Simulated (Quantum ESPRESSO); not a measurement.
# NaCl under changes of volume

One of the cells (21.478 Å³/atom); the others are scaled copies at fixed shape and fractional positions:

```
Cl Na
1.0
     3.50219    0.00000    0.00000
     0.00000    3.50219    0.00000
     0.00000    0.00000    3.50219
Cl Na
1 1
Cartesian
  1.7511 1.7511 1.7511
  0.0000 0.0000 0.0000
```

Measurements of this composition are mostly on another form, of space group No. 225.

- Program: Quantum ESPRESSO 7.5
- Functional: r2SCAN
- Potentials or basis: SG15 PBE 1.2
- Cutoff: 952 eV
- Density cutoff: 3810 eV
- k mesh: 6 × 6 × 6
- Occupations: fermi-dirac, width 0.05 eV
- Spin: no spin polarisation

```csv
volume (Å³/atom),energy over the lowest point (meV/atom),pressure (GPa),gap on the mesh (eV)
20.189,?,?,?
20.619,0.47,0.2,4.90
21.048,0.00,-0.4,4.82
21.478,1.15,-0.9,4.75
21.907,3.66,-1.4,4.68
22.337,7.34,-1.8,4.62
22.766,12.12,-2.2,4.56
```

Question: What does the run at 20.189 Å³/atom give?

Answer: Energy over the lowest point 2.57 meV/atom; pressure 0.9 GPa; gap on the mesh 4.98 eV.

Worked out: A Birch-Murnaghan fit of order 3 (a polynomial in V^(-2/3)) to the other rows has its minimum at 20.95 Å³/atom with B0 = V·E''(V) = 30 GPa and B' = 5.6. It gives 2.73 meV/atom at 20.189 Å³/atom, against the run's 2.57, and -dE/dV = 1.2 GPa, against 0.9. A straight line through the other rows of the gap, of slope -3.42 eV per unit of ln V, extrapolates to 4.97 eV, against the run's 4.98.

Energies are extrapolated to zero smearing.

Caveats: the potentials were made for another functional, which shifts forces and pressure; this potential file gives levels or pressures that part from those of other sets.

A mesh can miss the band edges.
